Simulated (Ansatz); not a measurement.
Geometry optimisation in Ansatz: input, command and trajectory.

```yaml
crystal:
  lattice:
    - [10.9, 0.0, 0.0]
    - [0.0, 9.3, 0.0]
    - [0.0, 0.0, 2.2854870753]
  atoms:
    - { symbol: Na, position: [0.4109858764, 0.5, 0.0], spin: 0.5 }
    - { symbol: H, position: [0.5890141236, 0.5, 0.5] }
basis:
  ecutwfc: 420
kpoints:
  mp_grid: { grid: [1, 1, 28] }
hamiltonian:
  xc: pbesol
scf:
  occupations: { method: gaussian, width: 0.05 }
output:
  forces: true
  stress: true
  eigenvalues: true
  populations: true
  write_density: true
  write_potential: true
  elf: true
  volumetric_format: npy
magnetization:
  spin_polarized: true
relax:
  adjacent_minimum: "off"
  f_tol: 0.01
  max_steps: 45
  cell: { fix: [a, b, alpha, beta, gamma], stress_tol: 0.03 }
```

```bash
ansatz run input.yaml --threads 2 --pin off --max-ram 5120MiB --backend cpu --events-out ev --progress --plain --runs-dir out
```

Computed with DFT PBEsol, scalar-relativistic, plane waves, PAW in Ansatz 0.2.0.

Of 24 frames 10 are shown, positions in Å and forces in eV/Å; the SCF threshold varies from step to step. Steps run on the plane waves of an earlier cell, with a Pulay correction in the pressure. The basis is chosen afresh for the last frame, the zero of the energies, and can be on the way; energy and pressure step there, also at an unchanged geometry. Here that happened at steps 12 (-112 meV/atom, 0.6 GPa), 21 (-9 meV/atom, 0.1 GPa); the frames before carry an error of that size.

```xyz
2
Lattice="10.9000 0.0000 0.0000 0.0000 9.3000 0.0000 0.0000 0.0000 2.2855" Properties=species:S:1:pos:R:3:forces:R:3 pbc="T T T" step=1 free_energy_over_end_meV_per_atom=1010.96 pressure_GPa=0.45
Na    4.4797    4.6500    0.0000    0.4450    0.0000    0.0000
H     6.4203    4.6500    1.1427   -0.4450    0.0000    0.0000
2
Lattice="10.9000 0.0000 0.0000 0.0000 9.3000 0.0000 0.0000 0.0000 2.5707" Properties=species:S:1:pos:R:3:forces:R:3 pbc="T T T" step=4 free_energy_over_end_meV_per_atom=732.57 pressure_GPa=0.75
Na    4.6975    4.6500    0.0000    0.1090    0.0000    0.0000
H     6.2025    4.6500    1.2854   -0.1090    0.0000    0.0000
2
Lattice="10.9000 0.0000 0.0000 0.0000 9.3000 0.0000 0.0000 0.0000 2.7939" Properties=species:S:1:pos:R:3:forces:R:3 pbc="T T T" step=6 free_energy_over_end_meV_per_atom=524.77 pressure_GPa=0.87
Na    4.8351    4.6500    0.0000   -0.0770    0.0000    0.0000
H     6.0649    4.6500    1.3970    0.0770    0.0000    0.0000
2
Lattice="10.9000 0.0000 0.0000 0.0000 9.3000 0.0000 0.0000 0.0000 3.1307" Properties=species:S:1:pos:R:3:forces:R:3 pbc="T T T" step=9 free_energy_over_end_meV_per_atom=342.55 pressure_GPa=0.15
Na    4.9259    4.6500    0.0000    0.0500    0.0000    0.0000
H     5.9741    4.6500    1.5654   -0.0500    0.0000    0.0000
2
Lattice="10.9000 0.0000 0.0000 0.0000 9.3000 0.0000 0.0000 0.0000 3.2457" Properties=species:S:1:pos:R:3:forces:R:3 pbc="T T T" step=11 free_energy_over_end_meV_per_atom=328.07 pressure_GPa=-0.10
Na    4.9851    4.6500    0.0000   -0.0050    0.0000    0.0000
H     5.9149    4.6500    1.6229    0.0050    0.0000    0.0000
2
Lattice="10.9000 0.0000 0.0000 0.0000 9.3000 0.0000 0.0000 0.0000 3.4718" Properties=species:S:1:pos:R:3:forces:R:3 pbc="T T T" step=14 free_energy_over_end_meV_per_atom=120.96 pressure_GPa=0.35
Na    5.0801    4.6500    0.0000    0.0430    0.0000    0.0000
H     5.8199    4.6500    1.7359   -0.0430    0.0000    0.0000
2
Lattice="10.9000 0.0000 0.0000 0.0000 9.3000 0.0000 0.0000 0.0000 3.6946" Properties=species:S:1:pos:R:3:forces:R:3 pbc="T T T" step=16 free_energy_over_end_meV_per_atom=52.57 pressure_GPa=0.20
Na    5.2022    4.6500    0.0000    0.0730    0.0000    0.0000
H     5.6978    4.6500    1.8473   -0.0730    0.0000    0.0000
2
Lattice="10.9000 0.0000 0.0000 0.0000 9.3000 0.0000 0.0000 0.0000 3.9694" Properties=species:S:1:pos:R:3:forces:R:3 pbc="T T T" step=19 free_energy_over_end_meV_per_atom=10.35 pressure_GPa=-0.02
Na    5.4488    4.6500    0.0000    0.0010    0.0000    0.0000
H     5.4512    4.6500    1.9847   -0.0010    0.0000    0.0000
2
Lattice="10.9000 0.0000 0.0000 0.0000 9.3000 0.0000 0.0000 0.0000 3.9615" Properties=species:S:1:pos:R:3:forces:R:3 pbc="T T T" step=21 free_energy_over_end_meV_per_atom=1.12 pressure_GPa=0.04
Na    5.4515    4.6500    0.0000   -0.0010    0.0000    0.0000
H     5.4485    4.6500    1.9808    0.0010    0.0000    0.0000
2
Lattice="10.9000 0.0000 0.0000 0.0000 9.3000 0.0000 0.0000 0.0000 4.0135" Properties=species:S:1:pos:R:3:forces:R:3 pbc="T T T" step=24 free_energy_over_end_meV_per_atom=0.00 pressure_GPa=0.00
Na    5.4501    4.6500    0.0000    0.0000    0.0000    0.0000
H     5.4499    4.6500    2.0068    0.0000    0.0000    0.0000
```

It took 2.8 min on 2 threads of Intel(R) Xeon(R) Platinum 8488C (Sapphire Rapids), with other jobs on the host, peak memory 0.65 GiB.